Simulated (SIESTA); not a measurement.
# GaN (P6_3mc) in SIESTA: settings compared

The runs below take GaN through band structure, with PBE, PBEsol.

Program: SIESTA 5.4.2. These are calculated values, not measurements. Logs are shortened: lines on timing, memory, paths and dates and some standing lists are left out, and cuts for length are marked.

**Measured values to compare with.**

“Studying electronic properties in GaN without electrical contacts using γ-γ vs e−-γ Perturbed Angular Correlations”, 2019, pmc:6823545 quotes, for a bulk crystal of GaN: band gap 3.503 ± 0.005 eV (direct).

The runs below are set against these values where they give the same quantity.

### 1 The crystal as given

It takes space group P6_3mc (No. 186, hexagonal). The conventional cell has a = 3.180 Å, b = 3.180 Å, c = 5.166 Å, α = 90.00°, β = 90.00°, γ = 120.00°. Ga (site symmetry 3m) has 4 N at 1.94 to 1.95 Å as nearest neighbours. N (site symmetry 3m) is surrounded by 4 Ga at 1.94 to 1.95 Å.

### 2 Band structure, PBE, non-collinear spin, zero start, spin-orbit coupling

GaN.fdf reads:

```
SystemName                      GaN
SystemLabel                     GaN
NumberOfSpecies                 2
NumberOfAtoms                   4
%block ChemicalSpeciesLabel
  1  31 Ga
  2   7 N
%endblock ChemicalSpeciesLabel

LatticeConstant                 1.0 Ang
%block LatticeVectors
     3.1800000000     0.0000000000     0.0000000000
    -1.5900000000     2.7539607840     0.0000000000
     0.0000000000     0.0000000000     5.1660000000
%endblock LatticeVectors
AtomicCoordinatesFormat         Fractional
%block AtomicCoordinatesAndAtomicSpecies
     0.6666666667     0.3333333333     0.5000000000  1  Ga
     0.3333333333     0.6666666667     0.0000000000  1  Ga
     0.6666666667     0.3333333333     0.8750000000  2  N
     0.3333333333     0.6666666667     0.3750000000  2  N
%endblock AtomicCoordinatesAndAtomicSpecies

%block kgrid.MonkhorstPack
    8   0   0  0.0
    0   8   0  0.0
    0   0   4  0.0
%endblock kgrid.MonkhorstPack
XC.Functional                   GGA
XC.Authors                      PBE
PAO.BasisSize                   DZP
PAO.EnergyShift                 0.002 Ry
Mesh.Cutoff                     800 Ry
Spin                            spin-orbit
%block DM.InitSpin
    1   0.000     0.00     0.00
    2   0.000     0.00     0.00
    3   0.000     0.00     0.00
    4   0.000     0.00     0.00
%endblock DM.InitSpin
WriteOrbMom                     true
OccupationFunction              FD
ElectronicTemperature           0.05 eV
MaxSCFIterations                120
SCF.MustConverge                false
SCF.Mixer.Method                Pulay
SCF.Mixer.Weight                0.25
SCF.Mixer.History               8
SCF.DM.Tolerance                5.0e-05
SCF.H.Tolerance                 1.0e-03 eV
WriteForces                     true
Charge.Mulliken                 end
BandLinesScale                  ReciprocalLatticeVectors
%block BandLines
    1    0.000000   0.000000   0.000000  \Gamma
   11    0.500000   0.000000   0.000000  M
    7    0.333333   0.333333   0.000000  K
   13    0.000000   0.000000   0.000000  \Gamma
    6    0.000000   0.000000   0.500000  A
   11    0.500000   0.000000   0.500000  L
    7    0.333333   0.333333   0.500000  H
   13    0.000000   0.000000   0.500000  A
    1    0.500000   0.000000   0.500000  L
    6    0.500000   0.000000   0.000000  M
    1    0.333333   0.333333   0.000000  K
    6    0.333333   0.333333   0.500000  H
%endblock BandLines
%block PAO.Basis
  Ga 4
  n=4 0 2
    6.858 0.000
  n=4 1 2
    9.500 0.000
  n=3 2 1
    3.752
  n=4 2 1
    9.500
%endblock PAO.Basis
```

Potentials or basis: PseudoDojo 0.4 standard (PBE files, fully relativistic), DZP (energy shift 0.002 Ry; radii capped at 9.5 bohr).

Started as:

```
$ siesta GaN.fdf > GaN.out 2>&1
```

GaN.out:

```text
Version         : 5.4.2

[... 6 lines left out ...]
 NOTE: Please see the manual for full details and compatibility measures.

reinit: Reading from file GaN.fdf

reinit: -----------------------------------------------------------------------
reinit: System Name: GaN
reinit: -----------------------------------------------------------------------
reinit: System Label: GaN
reinit: -----------------------------------------------------------------------

NOTE on units for spin output:
{S} is the spin magnetic moment, in units of the Bohr magneton,
assuming a g-factor for the electron spin of exactly 2.
The spin magnetic moment is then numerically equal to the charge inbalance,
in units of electrons, between the spin-up and -down channels.

initatom: Reading input for the pseudopotentials and atomic orbitals ----------
Species number:   1 Atomic number:   31 Label: Ga
Species number:   2 Atomic number:    7 Label: N

Ground state valence configuration (from tables):   4s02  4p01  4d00  4f00
Ground state valence configuration (from tables):   2s02  2p03  3d00  4f00

---- Processing specs for species: Ga
Reading pseudopotential information in PSML from:
  Ga.psml
PSML file version: 1.1
Using libxc ids:  101 130
GGA--PBE XC_GGA_X_PBE--XC_GGA_C_PBE pb
Semicore shell(s) with 10 electrons included in the valence for Ga

---- Processing specs for species: N
Reading pseudopotential information in PSML from:
  N.psml
PSML file version: 1.1
Using libxc ids:  101 130
GGA--PBE XC_GGA_X_PBE--XC_GGA_C_PBE pb

---- Pseudopotential check for Ga

Pseudopotential generated from a fully relativistic atomic calculation
There are spin-orbit semi-local pseudopotentials available

Pseudized shells:
4s( 2.00) rc: 1.65
4p( 1.00) rc: 1.75
3d(10.00) rc: 1.90
Valence configuration for ps generation: 3d:4s:4p: Total charge:  13.000000
Semicore shell(s): 3d

---- Pseudopotential check for N

Pseudopotential generated from a fully relativistic atomic calculation
There are spin-orbit semi-local pseudopotentials available

Pseudized shells:
2s( 2.00) rc: 1.20
2p( 3.00) rc: 1.35
Valence configuration for ps generation: 2s:2p: Total charge:   5.000000
For Ga, standard SIESTA heuristics set lmxkb to 3
 (one more than the basis l, including polarization orbitals).
Use PS.lmax or PS.KBprojectors blocks to override.
For N, standard SIESTA heuristics set lmxkb to 3
 (one more than the basis l, including polarization orbitals).
Use PS.lmax or PS.KBprojectors blocks to override.
Ga pseudopotential only contains V_ls up to l=2 -- lmxkb reset.
N pseudopotential only contains V_ls up to l=1 -- lmxkb reset.

<basis_specs>
===============================================================================
Ga                   Z=  31    Mass=  69.723        Charge= 0.17977+309
Lmxo=2 Lmxkb= 2    BasisType=split      Semic=T
L=0  Nsemic=0  Cnfigmx=4
          i=1  nzeta=2  polorb=0  (4s)
            splnorm:   0.15000
               vcte:    40.000
               rinn:  -0.90000
               qcoe:    0.0000
               qyuk:    0.0000
               qwid:   0.10000E-01
                rcs:    6.8580      0.0000
            lambdas:    1.0000      1.0000
L=1  Nsemic=0  Cnfigmx=4
          i=1  nzeta=2  polorb=0  (4p)
            splnorm:   0.15000
               vcte:    40.000
               rinn:  -0.90000
               qcoe:    0.0000
               qyuk:    0.0000
               qwid:   0.10000E-01
                rcs:    9.5000      0.0000
            lambdas:    1.0000      1.0000
L=2  Nsemic=1  Cnfigmx=4
          i=1  nzeta=1  polorb=0  (3d)  (semicore shell)
            splnorm:   0.15000
               vcte:    40.000
               rinn:  -0.90000
               qcoe:    0.0000
               qyuk:    0.0000
               qwid:   0.10000E-01
                rcs:    3.7520
            lambdas:    1.0000
          i=2  nzeta=1  polorb=0  (4d)
            splnorm:   0.15000
               vcte:    40.000
               rinn:  -0.90000
               qcoe:    0.0000
               qyuk:    0.0000
[... 49 lines left out ...]

Basis Enthalpy Calculation:
    Basis Pressure for species 1(Ga) :      0.2000000 GPa
    Basis Pressure for species 2(N) :      0.2000000 GPa

    Orbital volume contribution        =           4.709050 eV
    (Free)E + p_basis*V_orbitals       =       -4721.553410 eV
    (Free)Eharris+ p_basis*V_orbitals  =       -4721.553410 eV

mulliken: Atomic and Orbital Populations:

Species: Ga

Atom      Orb        Charge      Spin       Svec
    1  1 4s         1.34515   0.00000      0.000   0.000  -0.000
    1  2 4s        -0.16671   0.00000     -0.000  -0.000   0.000
    1  3 4py       -0.23680   0.00000     -0.000   0.000   0.000
    1  4 4pz       -0.39373   0.00000      0.000  -0.000  -0.000
    1  5 4px       -0.23680   0.00000     -0.000   0.000  -0.000
    1  6 4py        0.62641   0.00000      0.000  -0.000  -0.000
    1  7 4pz        0.71759   0.00000     -0.000   0.000   0.000
    1  8 4px        0.62641   0.00000      0.000  -0.000   0.000
    1  9 3dxy       1.99306   0.00000     -0.000   0.000   0.000
    1 10 3dyz       1.99406   0.00000     -0.000  -0.000   0.000
    1 11 3dz2       1.99341   0.00000      0.000  -0.000   0.000
    1 12 3dxz       1.99406   0.00000      0.000  -0.000  -0.000
    1 13 3dx2-y2    1.99306   0.00000      0.000  -0.000   0.000
    1 14 4dxy      -0.03169   0.00000     -0.000  -0.000   0.000
    1 15 4dyz      -0.00491   0.00000     -0.000  -0.000  -0.000
    1 16 4dz2      -0.08459   0.00000      0.000  -0.000  -0.000
    1 17 4dxz      -0.00491   0.00000     -0.000  -0.000   0.000
[... 10 lines left out ...]
    2  8 4px        0.62641   0.00000     -0.000   0.000  -0.000
    2  9 3dxy       1.99306   0.00000      0.000   0.000  -0.000
    2 10 3dyz       1.99406   0.00000     -0.000   0.000   0.000
    2 11 3dz2       1.99341   0.00000     -0.000  -0.000   0.000
    2 12 3dxz       1.99406   0.00000      0.000  -0.000  -0.000
    2 13 3dx2-y2    1.99306   0.00000     -0.000  -0.000   0.000
    2 14 4dxy      -0.03169   0.00000     -0.000  -0.000  -0.000
    2 15 4dyz      -0.00491   0.00000      0.000  -0.000   0.000
    2 16 4dz2      -0.08459   0.00000      0.000  -0.000   0.000
    2 17 4dxz      -0.00491   0.00000      0.000  -0.000   0.000
    2 18 4dx2-y2   -0.03169   0.00000     -0.000  -0.000   0.000
    2     Total    12.09137   0.00000      0.000  -0.000   0.000

Total              24.18274   0.00000      0.000  -0.000  -0.000

Species: N

Atom      Orb        Charge      Spin       Svec
    3  1 2s         2.07791   0.00000      0.000   0.000   0.000
    3  2 2s        -0.27929   0.00000     -0.000  -0.000  -0.000
    3  3 2py        1.33349   0.00000     -0.000  -0.000   0.000
    3  4 2pz        1.42767   0.00000      0.000   0.000   0.000
    3  5 2px        1.33349   0.00000     -0.000   0.000   0.000
    3  6 2py        0.01201   0.00000      0.000   0.000  -0.000
    3  7 2pz       -0.05399   0.00000     -0.000  -0.000   0.000
    3  8 2px        0.01201   0.00000      0.000  -0.000  -0.000
    3  9 3Pdxy      0.00888   0.00000      0.000  -0.000   0.000
    3 10 3Pdyz      0.00879   0.00000     -0.000  -0.000   0.000
    3 11 3Pdz2      0.00999   0.00000     -0.000   0.000  -0.000
    3 12 3Pdxz      0.00879   0.00000     -0.000  -0.000   0.000
    3 13 3Pdx2-y2   0.00888   0.00000      0.000  -0.000   0.000
    3     Total     5.90863   0.00000     -0.000  -0.000   0.000

    4  1 2s         2.07791   0.00000     -0.000  -0.000   0.000
    4  2 2s        -0.27929   0.00000      0.000   0.000  -0.000
    4  3 2py        1.33349   0.00000     -0.000   0.000   0.000
    4  4 2pz        1.42767   0.00000     -0.000  -0.000   0.000
    4  5 2px        1.33349   0.00000     -0.000   0.000  -0.000
    4  6 2py        0.01201   0.00000      0.000  -0.000  -0.000
    4  7 2pz       -0.05399   0.00000      0.000   0.000  -0.000
    4  8 2px        0.01201   0.00000      0.000  -0.000   0.000
    4  9 3Pdxy      0.00888   0.00000     -0.000   0.000  -0.000
    4 10 3Pdyz      0.00879   0.00000     -0.000   0.000  -0.000
    4 11 3Pdz2      0.00999   0.00000     -0.000  -0.000   0.000
    4 12 3Pdxz      0.00879   0.00000      0.000  -0.000  -0.000
    4 13 3Pdx2-y2   0.00888   0.00000     -0.000  -0.000  -0.000
    4     Total     5.90863   0.00000     -0.000   0.000   0.000

Total              36.00000   0.00000     -0.000   0.000  -0.000

Mulliken Atomic Populations:
Atom #   charge [q] valence [e]           S      Sx [e]      Sy [e]      Sz [e]  Species
     1     0.908629   12.091371    0.000000   -0.000000    0.000000   -0.000000  Ga
     2     0.908626   12.091374    0.000000    0.000000   -0.000000    0.000000  Ga
     3    -0.908628    5.908628    0.000000   -0.000000   -0.000000    0.000000  N
     4    -0.908627    5.908627    0.000000   -0.000000    0.000000    0.000000  N
 Total     0.000000                0.000000   -0.000000    0.000000   -0.000000

Job completed
```

It took 9.7 min on 1 thread of Arm Neoverse V1, shared host; peak memory 0.7 GiB.

Results:

```
Free energy             : -4726.2625 eV
Pressure                : 11.3 GPa
Largest force           : 0.131 eV/Å
Band gap on the k mesh  : 1.99 eV, direct
Band gap along the path : 1.99 eV, direct
Net moment              : 0.00 μB per cell
```

Forces in eV/Å, atoms in the order of the input:
```
Ga   0.000  0.000 -0.131
Ga   0.000  0.000 -0.131
N    0.000  0.000  0.130
N    0.000  0.000  0.130
```

Levels at the corners of the path, in eV from the valence-band top:
```
point  band 32  band 33  band 34  band 35  band 36  band 37  band 38  band 39  band 40  band 41
    Γ    -0.03    -0.01    -0.01     0.00     0.00     1.99     1.99     4.28     4.28     9.58
    M    -2.89    -2.35    -2.35    -1.03    -1.03     5.19     5.19     5.66     5.66     6.24
    K    -3.13    -3.13    -3.11    -2.80    -2.80     5.19     5.19     8.01     8.02     8.03
    Γ    -0.03    -0.01    -0.01     0.00     0.00     1.99     1.99     4.28     4.28     9.58
    A    -0.58    -0.56    -0.56    -0.56    -0.56     4.33     4.33     4.33     4.33     8.82
    L    -2.05    -1.99    -1.99    -1.99    -1.99     4.46     4.46     4.46     4.46     8.10
    H    -4.31    -1.58    -1.58    -1.57    -1.57     6.57     6.57     6.60     6.60     7.63
    A    -0.58    -0.56    -0.56    -0.56    -0.56     4.33     4.33     4.33     4.33     8.82
    L    -2.05    -1.99    -1.99    -1.99    -1.99     4.46     4.46     4.46     4.46     8.10
    M    -2.89    -2.35    -2.35    -1.03    -1.03     5.19     5.19     5.66     5.66     6.24
    K    -3.13    -3.13    -3.11    -2.80    -2.80     5.19     5.19     8.01     8.02     8.03
    H    -4.31    -1.58    -1.58    -1.57    -1.57     6.57     6.57     6.60     6.60     7.63
```

Moments on the atoms (μB; x, y, z):
```
Ga  0.00 0.00 0.00
Ga  0.00 0.00 0.00
N   0.00 0.00 0.00
N   0.00 0.00 0.00
```

Caveat: semicore shells carry a single zeta, which can move pressures by several GPa and volumes by a few percent; the basis of atomic orbitals isn't converged, which shifts pressures, moduli and gaps.

### 3 Band structure, PBEsol

run.py reads:

```python
from ase import Atoms
from ase.calculators.siesta import Siesta
from ase.units import Ry, GPa

atoms = Atoms(
    ['Ga', 'Ga', 'N', 'N'],
    cell=[
        [3.18, 0.0, 0.0],
        [-1.59, 2.753960784, 0.0],
        [0.0, 0.0, 5.166],
    ],
    scaled_positions=[
        [0.6666666667, 0.3333333333, 0.5],
        [0.3333333333, 0.6666666667, 0.0],
        [0.6666666667, 0.3333333333, 0.875],
        [0.3333333333, 0.6666666667, 0.375],
    ],
    pbc=True,
)

fdf = {
    'SCFMustConverge': False,
    'OccupationFunction': 'FD',
    'ElectronicTemperature': '0.05 eV',
    'MaxSCFIterations': '120',
    'SCF.Mixer.Method': 'Pulay',
    'SCF.Mixer.Weight': '0.25',
    'SCF.Mixer.History': '8',
    'SCF.DM.Tolerance': '5.0e-05',
    'SCF.H.Tolerance': '1.0e-03 eV',
    'WriteForces': 'true',
    'Charge.Mulliken': 'end',
    'BandLinesScale': 'ReciprocalLatticeVectors',
    'BandLines': ['  1    0.000000   0.000000   0.000000  \\Gamma', ' 11    0.500000   0.000000   0.000000  M', '  7    0.333333   0.333333   0.000000  K', ' 13    0.000000   0.000000   0.000000  \\Gamma', '  6    0.000000   0.000000   0.500000  A', ' 11    0.500000   0.000000   0.500000  L', '  7    0.333333   0.333333   0.500000  H', ' 13    0.000000   0.000000   0.500000  A', '  1    0.500000   0.000000   0.500000  L', '  6    0.500000   0.000000   0.000000  M', '  1    0.333333   0.333333   0.000000  K', '  6    0.333333   0.333333   0.500000  H'],
    'PAO.Basis': ['Ga.1 4', 'n=4 0 2', '  6.830 0.000', 'n=4 1 2', '  9.500 0.000', 'n=3 2 1', '  3.752', 'n=4 2 1', '  9.500'],
}
calc = Siesta(
    label="GaN",
    command="siesta < PREFIX.fdf > PREFIX.out",
    pseudo_path="pseudos",
    pseudo_qualifier="",
    xc=('GGA', 'PBEsol'),
    basis_set="DZP",
    mesh_cutoff=800 * Ry,
    energy_shift=0.002 * Ry,
    kpts=[10, 10, 5],
    spin="non-polarized",
    fdf_arguments=fdf,
)
atoms.calc = calc

print(f"energy = {atoms.get_potential_energy():.6f} eV")
free = atoms.get_potential_energy(force_consistent=True)
print(f"free energy = {free:.6f} eV")
print("forces (eV/A):")
print(atoms.get_forces(apply_constraint=False).round(6))
print("stress (GPa, Voigt order, tension positive):", (atoms.get_stress() / GPa).round(4))
```

Potentials or basis: PseudoDojo 0.4 standard (PBEsol files), DZP (energy shift 0.002 Ry; radii capped at 9.5 bohr).

Started as:

```
$ python run.py
```

Run time: 3 min. Hardware: 1 thread of Arm Neoverse V1, shared host; peak memory 0.5 GiB.

The run converged. Its results:

- Free energy: -4718.8273 eV
- Pressure: 5.2 GPa
- Largest force: 0.129 eV/Å
- Band gap on the k mesh: 1.95 eV, direct
- Band gap along the path: 1.95 eV, direct

Forces on the atoms (eV/Å):
```
Ga   0.000  0.000 -0.129
Ga   0.000  0.000 -0.129
N    0.000  0.000  0.129
N    0.000  0.000  0.129
```

Stress tensor (GPa, compression positive):
```
 4.49 -0.01  0.00
-0.01  4.49  0.00
 0.00  0.00  6.52
```

Levels at the corners of the path, in eV from the valence-band top:
| point | band 14 | band 15 | band 16 | band 17 | band 18 | band 19 | band 20 | band 21 | band 22 | band 23 |
| --- | --- | --- | --- | --- | --- | --- | --- | --- | --- | --- |
| Γ | -1.12 | -1.12 | -0.02 | 0.00 | 0.00 | 1.95 | 4.22 | 9.49 | 9.77 | 9.77 |
| M | -5.46 | -4.44 | -2.92 | -2.38 | -1.04 | 5.06 | 5.60 | 6.14 | 8.78 | 10.64 |
| K | -5.53 | -5.53 | -3.17 | -3.17 | -2.84 | 5.05 | 7.98 | 7.98 | 8.73 | 10.21 |
| Γ | -1.12 | -1.12 | -0.02 | 0.00 | 0.00 | 1.95 | 4.22 | 9.49 | 9.77 | 9.77 |
| A | -3.99 | -0.57 | -0.57 | -0.57 | -0.57 | 4.28 | 4.28 | 8.73 | 8.73 | 10.47 |
| L | -6.86 | -2.06 | -2.06 | -2.02 | -2.02 | 4.36 | 4.36 | 8.02 | 8.02 | 10.28 |
| H | -6.41 | -4.39 | -4.39 | -1.59 | -1.59 | 6.52 | 6.52 | 7.52 | 7.52 | 9.19 |
| A | -3.99 | -0.57 | -0.57 | -0.57 | -0.57 | 4.28 | 4.28 | 8.73 | 8.73 | 10.47 |
| L | -6.86 | -2.06 | -2.06 | -2.02 | -2.02 | 4.36 | 4.36 | 8.02 | 8.02 | 10.28 |
| M | -5.46 | -4.44 | -2.92 | -2.38 | -1.04 | 5.06 | 5.60 | 6.14 | 8.78 | 10.64 |
| K | -5.53 | -5.53 | -3.17 | -3.17 | -2.84 | 5.05 | 7.98 | 7.98 | 8.73 | 10.21 |
| H | -6.41 | -4.39 | -4.39 | -1.59 | -1.59 | 6.52 | 6.52 | 7.52 | 7.52 | 9.19 |

Caveat: semicore shells carry a single zeta, which can move pressures by several GPa and volumes by a few percent; the basis of atomic orbitals isn't converged, which shifts pressures, moduli and gaps.

### 4 Against experiment

Step 2. Against the measured gap of GaN, 3.503 eV (direct; quoted in “Studying electronic properties in GaN without electrical contacts using γ-γ vs e−-γ Perturbed Angular Correlations”, 2019, pmc:6823545), the calculated 1.99 eV is off by -1.52 eV. The value is that of PBE in an atomic basis (PseudoDojo 0.4 standard (PBE files, fully relativistic), DZP (energy shift 0.002 Ry; radii capped at 9.5 bohr)), whose error adds to the functional's,, without temperature or zero-point motion. Semilocal functionals fall short of measured gaps as a rule.

Step 3. A measured gap of GaN is 3.503 eV (direct; quoted in “Studying electronic properties in GaN without electrical contacts using γ-γ vs e−-γ Perturbed Angular Correlations”, 2019, pmc:6823545); the calculated 1.95 eV misses it by -1.55 eV. Spin-orbit coupling on Ga is left out. The value is that of PBEsol in an atomic basis (PseudoDojo 0.4 standard (PBEsol files), DZP (energy shift 0.002 Ry; radii capped at 9.5 bohr)), whose error adds to the functional's,, without temperature or zero-point motion. Semilocal functionals fall short of measured gaps as a rule.
